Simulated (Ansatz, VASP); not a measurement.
# RbBr in VASP and in Ansatz

```xyz
2
Lattice="3.9610 0.0000 0.0000 0.0000 3.9610 0.0000 0.0000 0.0000 3.9610" Properties=species:S:1:pos:R:3 pbc="T T T"
Rb    0.0000    0.0000    0.0000
Br    1.9805    1.9805    1.9805
```

Change from the starting cell: strain -0.040 along x and y, -0.040 along z, atoms carried along.

Alike in both runs: task single point; functional PBE; k mesh 6 × 6 × 6; occupations gaussian, width 0.05 eV; no spin polarisation.

|  | VASP | Ansatz |
| --- | --- | --- |
| version | VASP 6.6.1 | Ansatz 0.2.0 |
| potentials or method | VASP PAW PBE potentials, release 64 (Rb_sv, Br) | scalar-relativistic, plane waves, PAW |
| plane-wave cutoff (eV) | 520 | 420 |
| valence electrons in the cell | 16 | 16 |

|  | VASP | Ansatz | Ansatz less VASP |
| --- | --- | --- | --- |
| gap on the k mesh at the Fermi level (eV) | 4.55 | 4.55 | +0.004 |
| least direct gap on the mesh (eV) | 4.70 | 4.70 | +0.002 |
| pressure (GPa) | 3.8 | 3.7 | -0.06 |

A k mesh can miss the band edges.
